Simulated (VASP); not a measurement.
A run of VASP 6.6.1:

The input INCAR:

```
PREC = Accurate ; ENCUT = 600
EDIFF = 1E-6 ; ISMEAR = 0
SIGMA = 0.05 ; LREAL = False
LASPH = True ; NELM = 100
ALGO = Fast ; ISIF = 3
LWAVE = False ; LCHARG = False
GGA = PE ; IBRION = 2
NSW = 80 ; EDIFFG = -0.03
```

KPOINTS

```
regular mesh
0
Gamma
  6 6 4
```

Contents of POSCAR:

```
Tl
1.0
    3.4600000000      0.0000000000      0.0000000000
   -1.7300000000      2.9964478971      0.0000000000
    0.0000000000      0.0000000000      5.5325400000
Tl
2
Direct
    0.3333333333      0.6666666667      0.7500000000
    0.6666666667      0.3333333333      0.2500000000
```

Potentials or basis: VASP PAW PBE potentials, release 64 (Tl_d).

The run is started by

```console
$ cat potpaw_PBE.64/Tl_d/POTCAR > POTCAR
$ mpirun -np 1 vasp_std > vasp.out
```

Hardware: 1 thread of Intel(R) Xeon(R) Platinum 8559C (Emerald Rapids) (shared host).

Task: How long does it take, and how much memory?

Result: It took 66 s on 1 thread of Intel(R) Xeon(R) Platinum 8559C (Emerald Rapids), on a shared host, peak memory 0.19 GiB. Counts: scf iterations 55, k points 21, ion steps 7.
